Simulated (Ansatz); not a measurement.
## TaN: checking dH/dP = V

The calculation used Ansatz 0.2.0, DFT r2SCAN, scalar-relativistic, plane waves, PAW. (500 eV cutoff, 12×12×12 k-mesh, Gaussian smearing of 0.10 eV, no spin polarisation)

Reference structure (relaxed):

```
Ta N
1.0
     5.23928    0.00000    0.00000
    -2.61964    4.53735    0.00000
     0.00000    0.00000    2.90478
Ta N
3 3
Cartesian
  0.0000 0.0000 0.0000
  0.0000 3.0249 1.4524
  2.6196 1.5125 1.4524
  2.6196 0.0000 0.0000
  1.3098 2.2687 0.0000
  -1.3098 2.2687 0.0000
```

Cell and atoms were relaxed at each target pressure within the start's symmetry (P6/mmm), at zero temperature; other phases can be more stable under pressure. H = E + PV with P the target; E is the free energy at the smearing used, whose derivative the pressure is, per atom and counted from zero pressure.

Spin–orbit coupling is left out, which can shift energies with elements as heavy as these.

```csv
P (GPa),V (Å³/atom),E − E0 (meV),H − H0 (meV)
0,11.509,0.0,0.0
3,11.397,1.0,214.4
8,11.219,7.1,567.3
15,10.993,23.3,1052.5
30,10.574,81.6,2061.5
60,9.915,263.6,3976.6
```

Q: Thermodynamics gives dH/dP = V along a relaxed path. Integrate V over P by the trapezoid rule and compare with the computed enthalpies.

A: With 1 eV/Å³ = 160.22 GPa, each step adds the mean volume times ΔP / 160.22:
```
P (GPa)  ∫V dP (meV) H − H0 (meV) difference (meV)
      3        214.4         214.4               0.0
      8        567.3         567.3               0.0
     15       1052.5        1052.5               0.1
     30       2062.1        2061.5               0.6
     60       3980.3        3976.6               3.6
```

V(P) curves upward, so the trapezoid rule runs high; integrating a smooth curve through the same points (P as a polynomial of degree 4 in ln V) puts that excess at about 3.6 meV at 60 GPa, against the 3.6 meV found.

Q: At 60 GPa, how much of the enthalpy change is stored energy and how much is the PV term?

A: E rises by 264 meV/atom and PV is 60 × 9.915 / 160.22 = 3713 meV/atom, so PV makes 93 % of ΔH. So between rival structures at high pressure a small difference in volume can outweigh the difference in energy: 1 % of this volume is worth 37.1 meV/atom at this pressure.

Q: What bulk modulus do the lowest pressures give, and how is the compression shared among the axes?

A: From the pressures that the runs reached, -3.00 GPa (11.629 Å³) and 2.99 GPa (11.397 Å³), B = −ΔP/Δln V = 5.99 / 0.0202 = 297 GPa, a mean over that range. The linear compressibilities −Δln(length)/ΔP are 1.44 along a, 1.44 along b, 0.50 along c (in TPa⁻¹). With fixed angles they add up to 1/B: 3.37 against 3.37. Softest: a and b, at 43 % of the volume change per axis.

This form isn't the usual stable structure of the compound.